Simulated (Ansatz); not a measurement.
**Strain and the gap of ZnSe (zincblende)**

Zincblende ZnSe, relaxed with r2SCAN in Ansatz. It is cubic, F-43m (No. 216); conventional cell a = 5.665 Å, 22.72 Å³ an atom. Zn has 4 Se at 2.45 Å; Se has 4 Zn at 2.45 Å.

The axes x, y and z are those of this cell:
```
Zn Se
1.0
     0.00000    2.83242    2.83242
     2.83242    0.00000    2.83242
     2.83242    2.83242    0.00000
Zn Se
1 1
Direct
  0.00000 0.00000 0.00000
  0.25000 0.25000 0.25000
```

Unstrained: With PBE the gap is 1.294 eV and direct, at Γ. The r2SCAN gap is direct at Γ: 1.869 eV. With HSE06 the gap is 2.422 eV and direct, at Γ. Meshes: PBE 8×8×8, r2SCAN 8×8×8, HSE06 6×6×6. Strains are changes of length per length. After each strain the atoms were relaxed again with r2SCAN within the symmetry that the strain leaves, so tilts or polar shifts that break it weren't tested; points keep the names that they have in the unstrained zone. (Simulation; spin polarisation is off.)

Changes of the least gap in eV (an overlap counts as a negative gap):
```csv
strain,volume change (%),space group,PBE,r2SCAN,HSE06,G0W0@PBE (mesh),"energy rise, r2SCAN (meV/atom)"
isotropic -1.5 % on every length,-4.4,F-43m,+0.185,+0.198,+0.207,+0.25,10.0
"epitaxial +1.5 % in the xy plane, free normal strain -1.77 %",+1.2,I-4m2,-0.126,-0.131,-0.135,-0.15,2.5
isotropic -5.0 % on every length,-14.3,F-43m,+0.651,+0.695,+0.718,+0.83,124.9
uniaxial -2.0 % along x,-2.0,I-4m2,+0.032,+0.037,+0.040,+0.06,2.7
"epitaxial +5.0 % in the xy plane, free normal strain -6.12 %",+3.5,I-4m2,-0.389,-0.402,-0.422,-0.49,25.5
```
Unstrained, G0W0@PBE with 189 empty bands, a screening cutoff of 150 eV and a 4×4×4 mesh gives 2.27 eV on its mesh; the band count follows the volume. No extrapolation in bands, cutoff or mesh was made for G0W0.

Isotropic -1.5 % on every length. HSE06: the gap goes from 2.422 to 2.629 eV (+0.207 eV). Stress change with r2SCAN, compression positive: xx +3.28, yy +3.28, zz +3.28 GPa. For HSE06, dE_g/d ln V = -4.6 eV over this step.

Epitaxial +1.5 % in the xy plane, free normal strain -1.77 %. HSE06: the gap goes from 2.422 to 2.287 eV (-0.135 eV); with r2SCAN the top three valence levels at Γ, degenerate before, become 1+2 from the top over 115 meV. Stress change with r2SCAN, compression positive: xx -1.17, yy -1.17, zz -0.01 GPa.

Isotropic -5.0 % on every length. HSE06: the gap goes from 2.422 to 3.140 eV (+0.718 eV). Stress change with r2SCAN, compression positive: xx +14.15, yy +14.15, zz +14.15 GPa. For HSE06, dE_g/d ln V = -4.7 eV over this step.

Uniaxial -2.0 % along x, other directions held. HSE06: the gap goes from 2.422 to 2.462 eV (+0.040 eV); with r2SCAN the top three valence levels at Γ, degenerate before, become 1+2 from the top over 75 meV. Stress change with r2SCAN, compression positive: xx +1.85, yy +1.14, zz +1.14 GPa.

Epitaxial +5.0 % in the xy plane, free normal strain -6.12 %. HSE06: the gap goes from 2.422 to 2.000 eV (-0.422 eV); with r2SCAN the top three valence levels at Γ, degenerate before, become 1+2 from the top over 330 meV. Stress change with r2SCAN, compression positive: xx -3.47, yy -3.47, zz -0.02 GPa.

The runs are scalar-relativistic, without spin-orbit coupling.

The meshes of the hybrids are coarse, so their gaps aren't converged to the digits shown.

The splittings at Γ are without spin-orbit coupling, which regroups them where it is of like size or larger.

With a shallow d shell on the cation, G0W0 converges slowly in bands and cutoff, so these values are in doubt.
